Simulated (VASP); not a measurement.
Y4N, 5 atoms in the cell. It takes space group Pm-3m (No. 221, cubic). Conventional cell: a = 4.978 Å, b = 4.978 Å, c = 4.978 Å, α = 90.00°, β = 90.00°, γ = 90.00°. Around Y (site symmetry 4/mmm) lie 2 N at 2.49 Å. Around Y (site symmetry m-3m) lie 12 Y at 3.52 Å. N (site symmetry m-3m) has 6 Y at 2.49 Å as nearest neighbours. The cell was built by a generator and needn't be a form met in nature.

- Program: VASP 6.6.1
- Task: relaxation of cell and atoms
- Functional: PBE
- Potentials or basis: VASP PAW PBE potentials, release 64 (Y_sv, N)
- Cutoff: 600 eV
- k mesh: 6 × 6 × 6
- Occupations: gaussian, width 0.05 eV
- Spin: no spin polarisation
- Further INCAR settings: ALGO = Normal; EDIFF = 1e-07; IBRION = 2; EDIFFG = -0.01; NSW = 60; ISIF = 3

Potentials or basis: VASP PAW PBE potentials, release 64 (Y_sv, N).

The run is started by

```console
$ cat potpaw_PBE.64/Y_sv/POTCAR potpaw_PBE.64/N/POTCAR > POTCAR
$ mpirun -np 1 vasp_std > vasp.out
```

Hardware: 1 thread of Intel(R) Xeon(R) Platinum 8175M CPU @ 2.50GHz (Skylake/Cascade Lake) (shared host).

Task: How long does it take, and how much memory?

Result: It took 5.3 min on 1 thread of Intel(R) Xeon(R) Platinum 8175M CPU @ 2.50GHz (Skylake/Cascade Lake), on a shared host, peak memory 0.29 GiB. Counts: scf iterations 27, k points 20, ion steps 2.
